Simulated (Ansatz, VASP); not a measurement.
Ir: VASP beside Ansatz

```
Ir
1.0
     2.71011    0.00000    0.00000
    -1.35505    2.34702    0.00000
     0.00000    0.00000    4.39536
Ir
2
Direct
  0.66667 0.33333 0.75000
  0.33333 0.66667 0.25000
```

Change from the starting cell: strain -0.015 along x and y, -0.015 along z, atoms carried along.

Alike in both runs: task single point; functional PBEsol; k mesh 18 × 18 × 12; occupations gaussian, width 0.15 eV; no spin polarisation.

|  | VASP | Ansatz |
| --- | --- | --- |
| version | VASP 6.6.1 | Ansatz 0.2.0 |
| potentials or method | VASP PAW PBE potentials, release 64 (Ir) | scalar-relativistic, plane waves, PAW |
| plane-wave cutoff (eV) | 520 | 420 |
| valence electrons in the cell | 18 | 34 |

Ansatz gave:

| Item | Value |
| --- | --- |
| gap on the k mesh at the Fermi level (eV) | none |
| pressure (GPa) | 3.8 |
| largest component of the traceless stress (GPa) | 0.10 |

Problem. Estimate VASP's values.

Solution. gap on the k mesh at the Fermi level (eV): none; pressure (GPa): 4.8; largest component of the traceless stress (GPa): 0.13.

A gap of «none» marks a metal or a gap that the smearing closes. The functional is the same, so the differences come from potentials, cutoffs and numerics. The two sets of potentials don't hold the same shells in valence.

Caveats: the PAW data sets were made with another functional, which shifts forces and pressure a little (VASP). The runs have no spin-orbit coupling, so splittings on Ir are missing.
